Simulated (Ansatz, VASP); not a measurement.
# One calculation of Ge, two programs

```
CELL_PARAMETERS angstrom
0.00000 2.83687 2.83687
2.99120 0.00000 2.83687
2.99120 2.83687 0.00000
ATOMIC_POSITIONS crystal
Ge 0.00000 0.00000 0.00000
Ge 0.25000 0.25000 0.25000
```

Change from the starting cell: uniaxial_x strain +5.4%.

Alike in both runs: task single point; functional PBE; k mesh 8 × 8 × 8; occupations fermi-dirac, width 0.02 eV; no spin polarisation.

|  | VASP | Ansatz |
| --- | --- | --- |
| version | VASP 6.6.1 | Ansatz 0.2.0 |
| potentials or method | VASP PAW PBE potentials, release 64 (Ge_d) | plane waves, PAW |
| plane-wave cutoff (eV) | 520 | 420 |
| valence electrons in the cell | 28 | 28 |

|  | VASP | Ansatz | Ansatz less VASP |
| --- | --- | --- | --- |
| pressure (GPa) | -0.4 | -0.4 | +0.04 |
| largest component of the traceless stress (GPa) | 2.57 | 2.56 | -0.005 |
